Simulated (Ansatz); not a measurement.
## TlCl at 0.8 GPa: from Born charge to LO–TO splitting and polaron coupling

Method: DFT LDA, scalar-relativistic, plane waves, PAW in Ansatz 0.2.0. Cutoff 420 eV, 8×8×8 k-points (Γ-centred), fixed occupations. No spin polarisation. Phonons by linear response, acoustic sum rule imposed.

The cell is fixed (symmetry leaves no force on the atoms) and stands under 0.8 GPa:
```
Tl Cl
1.0
     3.66950    0.00000    0.00000
     0.00000    3.66950    0.00000
     0.00000    0.00000    3.66950
Tl Cl
1 1
Direct
  0.00000 0.00000 0.00000
  0.50000 0.50000 0.50000
```

The cell is the ideal cubic caesium chloride prototype. Spin–orbit coupling is left out, which matters for heavy elements. The run warned that the force constants aren't converged on this k mesh, so the frequencies and all that is formed from them are rough.

Linear response gives ν_TO = 72.1 cm⁻¹, Born charges ±2.197 e (positive on Tl) and ε∞ = 6.500. The primitive cell holds 49.411 Å³, and the masses are 204.380 and 35.450 amu.

Task: Find ν_LO and the static dielectric constant.

Result: The long-wave field adds a restoring force: ω_LO² − ω_TO² = Z*²e²/(ε_vac ε∞ μV). In these units ν_LO² − ν_TO² = 4.92064×10⁷ Z*²/(μ V ε∞) cm⁻², with μ = m₁m₂/(m₁ + m₂) = 30.210 amu: 24490 cm⁻². So ν_LO = √(72.1² + 24490) = 172.3 cm⁻¹, and the run gives 172.3. Lyddane–Sachs–Teller then gives ε0 = ε∞ (ν_LO/ν_TO)² = 37.13, against 37.13 in the run (it forms both from the same three quantities, so the match checks the arithmetic only). Between ν_TO and ν_LO the dielectric function is negative and an undamped crystal reflects fully: a reststrahlen band from 58.0 to 138.7 μm.

Task: What do the Clausius–Mossotti polarisability and the Szigeti charge come to?

Result: With the Lorentz local field, α = (3V/4π)(ε∞ − 1)/(ε∞ + 2) = 7.63 Å³ for the pair, and e_S = 3Z*/(ε∞ + 2) = 0.78 e. The Born charge includes the electrons' response to the dipole's own local field, and e_S takes that enhancement out. The Lorentz field assumes point-like polarisable ions, a poor picture once ε∞ is this large, since the electron clouds then overlap or are shared, so both numbers are formal here.

Task: How strongly does a slow electron couple to the LO mode?

Result: For one isotropic parabolic band, Fröhlich's constant is α_F = (1/ε∞ − 1/ε0) √(m* Ry/ħω_LO), with Ry = 13.606 eV, ħω_LO = 21.4 meV and m* in free-electron masses: α_F = 0.1269 × 25.24 × √m* = 3.20 √m*. The band mass isn't part of this run; for m* = 0.1, 0.3 and 1 it gives 1.01, 1.75, 3.20. In weak coupling the polaron lies α_F ħω_LO below the band edge (37 meV at m* = 0.3) with a mass m*(1 + α_F/6); past α_F of about 5 or 6 that expansion fails. A semilocal functional's ε∞ tends to be too large, which taken alone lowers α_F.

Cost: 1 run of about 0.26 core-minutes, on Intel Xeon 6975P-C (Granite Rapids) (shared hosts).